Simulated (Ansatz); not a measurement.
**InSb: response to strain**

InSb is deformed so: equal xx and yy strain of -2 %. What stress and forces result, by LAPW, PAW and all-electron datasets made for the crystal?

Program: Ansatz 0.2.0. Level of theory: DFT PBEsol, scalar-relativistic. These are calculated values, not measurements.

## Step 1: The structure to begin with

Symmetry: F-43m, No. 216, cubic system. The conventional cell has a = 6.478 Å, b = 6.478 Å, c = 6.478 Å, α = 90.00°, β = 90.00°, γ = 90.00°. In (site symmetry -43m) is surrounded by 4 Sb at 2.81 Å. Around Sb (site symmetry -43m) lie 4 In at 2.81 Å.

Coordinates:

```xyz
2
Lattice="0.0000 3.2391 3.2391 3.2391 0.0000 3.2391 3.2391 3.2391 0.0000" Properties=species:S:1:pos:R:3 pbc="T T T"
In    0.0000    0.0000    0.0000
Sb    4.8586    4.8586    4.8586
```

Atoms are numbered in the order of the input: In1, Sb2.

## Step 2: After the deformation

Space group F-43m before, I-4m2 after.

## Step 3: LAPW, all electrons

Input file input.yaml:

```yaml
crystal:
  lattice:
    - [0.0, 3.174318, 3.2391]
    - [3.174318, 0.0, 3.2391]
    - [3.174318, 3.174318, 0.0]
  atoms:
    - { symbol: In, position: [0.0, 0.0, 0.0] }
    - { symbol: Sb, position: [0.75, 0.75, 0.75] }
kpoints:
  mp_grid: { grid: [9, 9, 9] }
  band_path:
    path:
      - [0.0, 0.0, 0.0]
      - [0.5, 0.0, 0.5]
      - [0.75, 0.25, 0.5]
      - [0.5, 0.5, 0.5]
      - [0.0, 0.0, 0.0]
      - [0.5, 0.5, 0.0]
      - [0.62995, 0.62995, 0.2599]
      - [0.37005, 0.37005, 0.7401]
      - [0.0, 0.0, 0.0]
    npoints: 5
scf:
  occupations: { method: fermi_dirac, width: 0.05 }
hamiltonian:
  xc: pbesol
  pseudopotentials: { kind: all_electron, lapw: { basis_error: 0.00025 } }
output:
  forces: true
  stress: true
  eigenvalues: true
```

Started as:

```
> ansatz run input.yaml --threads 1 --pin off --max-ram 3072MiB --backend cpu --events-out ev --progress --plain --runs-dir out
```

## Step 4: PAW with frozen cores

Input file input.yaml:

```yaml
crystal:
  lattice:
    - [0.0, 3.174318, 3.2391]
    - [3.174318, 0.0, 3.2391]
    - [3.174318, 3.174318, 0.0]
  atoms:
    - { symbol: In, position: [0.0, 0.0, 0.0] }
    - { symbol: Sb, position: [0.75, 0.75, 0.75] }
kpoints:
  mp_grid: { grid: [9, 9, 9] }
scf:
  occupations: { method: fermi_dirac, width: 0.05 }
hamiltonian:
  xc: pbesol
  pseudopotentials: { kind: paw }
output:
  forces: true
  stress: true
  eigenvalues: true
  efg: { contact_densities: true }
```

## Step 5: All-electron PAW on datasets made for the crystal

input.yaml, as its differences from that of step 4:

```diff
@@ -14,3 +14,3 @@
   xc: pbesol
-  pseudopotentials: { kind: paw }
+  pseudopotentials: { kind: all_electron, datasets: crystal }
 output:
```

(Steps that only read results are left out.)

What does the calculation give? Wanted: pressure; largest shear or deviatoric stress.

**Answer**, as computed:

```
                                 quantity                                           value
                                 pressure  LAPW 2.93, PAW 2.92, crystal datasets 2.93 GPa
largest shear or deviatoric stress (LAPW)                                        0.37 GPa
```

The largest part of the stress beyond the pressure is 0.37 GPa in size, in the zz component; the atoms are carried along and not relaxed. No run of the undeformed cell stands beside it, so the pressure holds what the given cell had before the change. PAW: stress within 0.01 GPa of LAPW. Crystal datasets: stress within 0.01 GPa of LAPW. Spin-orbit coupling is left out, though the cell holds Sb; in elements this heavy it can shift bands and gaps by tenths of an eV.
